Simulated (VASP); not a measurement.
# W (Im-3m) in VASP: notebook

The runs below take W through single point, with PBE.

Everything below comes from runs of VASP 6.6.1. Logs are shortened: lines on timing, memory, paths and dates and some standing lists are left out, and cuts for length are marked.

**1. The structure**

The structure is cubic, space group Im-3m (No. 229). Conventional cell: a = 3.165 Å, b = 3.165 Å, c = 3.165 Å, α = 90.00°, β = 90.00°, γ = 90.00°. W (site symmetry m-3m) is surrounded by 8 W at 2.74 Å.

**2. Single point, PBE**

Contents of INCAR:

```
SYSTEM = W
ADDGRID = .False. ; ALGO = Normal
EDIFF = 1E-7 ; ENCUT = 340
GGA = PE ; ISIF = 2
ISMEAR = 1 ; LASPH = .True.
LCHARG = .False. ; LREAL = .False.
LWAVE = .False. ; NELM = 100
PREC = Accurate ; SIGMA = 0.2
```

Contents of KPOINTS:

```
k-points
0
Gamma
  11 11 11
  0 0 0
```

Contents of POSCAR:

```
W
1.0
   -1.5823450000      1.5823450000      1.5823450000
    1.5823450000     -1.5823450000      1.5823450000
    1.5823450000      1.5823450000     -1.5823450000
W
1
Direct
    0.0000000000      0.0000000000      0.0000000000
```

Potentials or basis: VASP PAW PBE potentials, release 64 (W).

Run with:

```console
cat potpaw_PBE.64/W/POTCAR > POTCAR
mpirun -np 1 vasp_std > vasp.out
```

OUTCAR:

```text
SYSTEM = W
   EDIFF = 1E-7
   ENCUT = 340
   GGA = PE
   ISIF = 2
   ISMEAR = 1
   LASPH = .True.
   LREAL = .False.
   NELM = 100
   PREC = Accurate

 Found     56 irreducible k-points:

 Following reciprocal coordinates:
            Coordinates               Weight
  0.000000  0.000000  0.000000      1.000000
  0.090909  0.000000  0.000000     12.000000
  0.181818  0.000000  0.000000     12.000000
  0.272727  0.000000  0.000000     12.000000
  0.363636  0.000000  0.000000     12.000000
  0.454545  0.000000  0.000000     12.000000
   k-points           NKPTS =     56   k-points in BZ     NKDIM =     56   number of bands    NBANDS=      7
   number of dos      NEDOS =    301   number of ions     NIONS =      1
   total plane-waves  NPLWV =   4096
   dimension x,y,z NGX =    16 NGY =   16 NGZ =   16
   dimension x,y,z NGXF=    32 NGYF=   32 NGZF=   32
   ions per type =               1
   NGX,Y,Z   is equivalent  to a cutoff of   9.71,  9.71,  9.71 a.u.
   NGXF,Y,Z  is equivalent  to a cutoff of  19.41, 19.41, 19.41 a.u.
 SYSTEM =  W
   PREC   = accura    normal or accurate (medium, high low for compatibility)
   ISTART =      0    job   : 0-new  1-cont  2-samecut
   ICHARG =      2    charge: 1-file 2-atom 10-const
   ISPIN  =      1    spin polarized calculation?
   LNONCOLLINEAR =      F non collinear calculations
   LSORBIT =      F    spin-orbit coupling
   LASPH  =      T    aspherical Exc in radial PAW
   ENCUT  =  340.0 eV  24.99 Ry    5.00 a.u.   4.12  4.12  4.12*2*pi/ulx,y,z
   NELM   =    100;   NELMIN=  2; NELMDL= -5     # of ELM steps
   EDIFF  = 0.1E-06   stopping-criterion for ELM
   LREAL  =      F    real-space projection
   EDIFFG = 0.1E-05   stopping-criterion for IOM
   NSW    =      0    number of steps for IOM
   IBRION =     -1    ionic relax: 0-MD 1-quasi-New 2-CG
   NFREE  =      0    steps in history (QN), initial steepest desc. (CG)
   ISIF   =      2    stress and relaxation
   ISYM   =      2    0-nonsym 1-usesym 2-fastsym
   POTIM  = 0.5000    time-step for ionic-motion
   TEBEG  =    0.0;   TEEND  =   0.0 temperature during run
   PSTRESS=    0.0 pullay stress
   NELECT =       6.0000    total number of electrons
   NUPDOWN=      -1.0000    fix difference up-down
   EMIN   =  10.00;   EMAX   =-10.00  energy-range for DOS
   EFERMI =   0.00;   METHOD = LEGACY
   ISMEAR =     1;   SIGMA  =   0.20  broadening in eV -4-tet -1-fermi 0-gaus
   EFERMI_NEDOS =   21; number of points for ismear=-14 and -15
   IALGO  =     38    algorithm
   IMIX   =      4    mixing-type and parameters
     AMIX     =   0.40;   BMIX     =  1.00
     AMIX_MAG =   1.60;   BMIX_MAG =  1.00
  volume/ion in A,a.u.               =      15.85       106.94
  Fermi-wavevector in a.u.,A,eV,Ry     =   1.184325  2.238049 19.083867  1.402625
  Thomas-Fermi vector in A             =   2.320541
   LORBIT       =      0    0 simple, 1 ext, 2 COOP (PROOUT), +10 PAW based schemes
   GGA     = PE    functional components
   LHFCALC =     F    Hartree Fock is set to
   AEXX    =    0.0000 exact exchange contribution
   IVDW    =     0    specifies the selected vdW correction
   LEPSILON=     F    determine dielectric tensor
   LRPA    =     F    only Hartree local field effects (RPA)
 non-spin polarized calculation
 Methfessel and Paxton  Order N= 1 SIGMA  =   0.20
  energy-cutoff  :      340.00
  volume of cell :       15.85
 maximum number of plane-waves:       236
   NGX =  9   NGY =  9   NGZ =  9

 number of electron       5.9999999 magnetization

 Free energy of the ion-electron system (eV)
  ---------------------------------------------------
  ext. energy  EPLUGINS =         0.00000000
  ---------------------------------------------------
  free energy    TOTEN  =       -12.99574093 eV

  energy without entropy =      -12.99410160  energy(sigma->0) =      -12.99519449

 E-fermi :   7.8231     XC(G=0): -13.1430

 val. band max:        7.8218441721   @ k =   0.4545   0.0909   0.0000
 cond. band min:       7.8798102835   @ k =  -0.1818   0.2727   0.0909
 fundamental gap:      0.0579661114
 Fermi energy:         7.8231356921

 k-point     1 :       0.0000    0.0000    0.0000
  band No.  band energies     occupation
      1      -1.7966      2.00000
      2       6.5751      2.00000
      3       6.5751      2.00000
      4       6.5751      2.00000
      5      10.0515     -0.00000
      6      10.0515     -0.00000
      7      23.0487      0.00000

 k-point     2 :       0.0909    0.0000    0.0000
  band No.  band energies     occupation
      1      -1.4111      2.00000
      2       6.3414      2.00000
      3       6.5143      2.00000
      4       6.9627      2.00000
      5       9.7140     -0.00000
      6      10.0602     -0.00000
      7      23.3632      0.00000

 k-point     3 :       0.1818    0.0000    0.0000
  band No.  band energies     occupation
      1      -0.3701      2.00000
      2       5.7695      2.00000
      3       6.2120      2.00000
      4       8.0871     -0.06848
      5       9.3415     -0.00000
      6      10.1260     -0.00000
      7      23.7315      0.00000

 k-point     4 :       0.2727    0.0000    0.0000
  band No.  band energies     occupation
      1       0.8772      2.00000
      2       5.1146      2.00000
      3       5.9671      2.00000
      4       9.5222     -0.00000
      5       9.8324     -0.00000
      6      10.3155     -0.00000
      7      22.7074      0.00000

 k-point     5 :       0.3636    0.0000    0.0000
  band No.  band energies     occupation
      1       1.5266      2.00000
      2       4.5810      2.00000
      3       6.7427      2.00000
      4       9.9232     -0.00000
      5      10.6167     -0.00000
      6      11.9212      0.00000
      7      21.0014      0.00000

 k-point     6 :       0.4545    0.0000    0.0000
  band No.  band energies     occupation
      1       1.5711      2.00000
      2       4.2881      2.00000
      3       8.1922     -0.02551
      4      10.0073     -0.00000
      5      10.8775     -0.00000
      6      13.6404      0.00000
      7      19.1740      0.00000

 [... further k-points ...]

------------------------ aborting loop because EDIFF is reached ----------------------------------------

  FORCE on cell =-STRESS in cart. coord.  units (eV):
  Direction    XX          YY          ZZ          XY          YZ          ZX
  --------------------------------------------------------------------------------------
  -------------------------------------------------------------------------------------
  Total        0.1737176      0.1737176      0.1737176      0.0000000     -0.0000000     -0.0000000
  in kB       17.5626803     17.5626803     17.5626803      0.0000000     -0.0000000     -0.0000000
  external PRESSURE =      17.5626803 kB  Pullay stress =       0.0000000 kB

 VOLUME and BASIS-vectors are now :
 -----------------------------------------------------------------------------
  energy-cutoff  :      340.00
  volume of cell :       15.85
      direct lattice vectors                 reciprocal lattice vectors
    -1.582345000  1.582345000  1.582345000     0.000000000  0.315986716  0.315986716
     1.582345000 -1.582345000  1.582345000     0.315986716  0.000000000  0.315986716
     1.582345000  1.582345000 -1.582345000     0.315986716  0.315986716  0.000000000

 POSITION                                       TOTAL-FORCE (eV/Angst)
 -----------------------------------------------------------------------------------
      0.00000      0.00000      0.00000         0.000000      0.000000      0.000000
 -----------------------------------------------------------------------------------
    total drift:                               -0.000000     -0.000000     -0.000000

  FREE ENERGIE OF THE ION-ELECTRON SYSTEM (eV)
  ---------------------------------------------------
  free  energy   TOTEN  =       -12.9957409320 eV

  energy  without entropy=      -12.9941015963  energy(sigma->0) =      -12.99519449
```

Run time: 2.3 s. Hardware: 1 thread of AMD EPYC 9R45 (Zen 5), shared host; peak memory 0.08 GiB.

These settings aren't checked as converged: the numbers below hold their error.

What came out:

| Item | Value |
| --- | --- |
| Free energy | -12.9957 eV |
| Pressure | 1.8 GPa |
| Band gap on the k mesh | none (metal or under the smearing width) |

**3. Single point, PBE**

Changes to INCAR since step 2:

```diff
@@ -2,3 +2,3 @@
 ADDGRID = .False. ; ALGO = Normal
-EDIFF = 1E-7 ; ENCUT = 340
+EDIFF = 1E-7 ; ENCUT = 520
 GGA = PE ; ISIF = 2
```

Contents of KPOINTS:

```
k-points
0
Gamma
  9 9 9
  0 0 0
```

POSCAR is that of step 2.

Potentials or basis: VASP PAW PBE potentials, release 64 (W).

Run with:

```console
cat potpaw_PBE.64/W/POTCAR > POTCAR
mpirun -np 1 vasp_std > vasp.out
```

Wall time 2.7 s (1 thread of AMD EPYC 9R45 (Zen 5), shared host); peak memory 0.09 GiB.

These settings aren't checked as converged: the numbers below hold their error.

Results:

```
Free energy            : -13.0337 eV
Pressure               : 1.8 GPa
Band gap on the k mesh : none (metal or under the smearing width)
```

**4. Single point, PBE**

Changes to INCAR since step 3:

```diff
@@ -2,3 +2,3 @@
 ADDGRID = .False. ; ALGO = Normal
-EDIFF = 1E-7 ; ENCUT = 520
+EDIFF = 1E-7 ; ENCUT = 280
 GGA = PE ; ISIF = 2
```

Contents of KPOINTS:

```
k-points
0
Gamma
  13 13 13
  0 0 0
```

POSCAR is that of step 3.

Run with:

```console
cat potpaw_PBE.64/W/POTCAR > POTCAR
mpirun -np 1 vasp_std > vasp.out
```

Wall time 2.8 s (1 thread of AMD EPYC 9R45 (Zen 5), shared host); peak memory 0.08 GiB.

These settings aren't checked as converged: the numbers below hold their error.

What came out:

- Free energy: -13.0251 eV
- Pressure: 1.0 GPa
- Band gap on the k mesh: none (metal or under the smearing width)

Caveat: the cutoff is under 1.25 times the usual one of these potentials, so pressure, stress and relaxed cells hold a basis-set (Pulay) error.

**5. Single point, PBE**

Changes to INCAR since step 4:

```diff
@@ -2,3 +2,3 @@
 ADDGRID = .False. ; ALGO = Normal
-EDIFF = 1E-7 ; ENCUT = 280
+EDIFF = 1E-7 ; ENCUT = 400
 GGA = PE ; ISIF = 2
```

Contents of KPOINTS:

```
k-points
0
Gamma
  11 11 11
  0 0 0
```

POSCAR is that of step 4.

Run with:

```console
cat potpaw_PBE.64/W/POTCAR > POTCAR
mpirun -np 1 vasp_std > vasp.out
```

Run time: 3.1 s. Hardware: 1 thread of AMD EPYC 9R45 (Zen 5), shared host; peak memory 0.09 GiB.

These settings aren't checked as converged: the numbers below hold their error.

What came out:

```
Free energy            : -12.9985 eV
Pressure               : 2.3 GPa
Band gap on the k mesh : none (metal or under the smearing width)
```

**6. The reference run**

An earlier run on the cell as given: functional PBE; potentials or basis VASP PAW PBE potentials, release 64 (W_sv); cutoff 520 eV; k mesh 12 × 12 × 12; occupations fermi-dirac, width 0.05 eV; no spin polarisation.

* Pressure: 6.4 GPa
* Band gap on the k mesh: none (metal or under the smearing width)
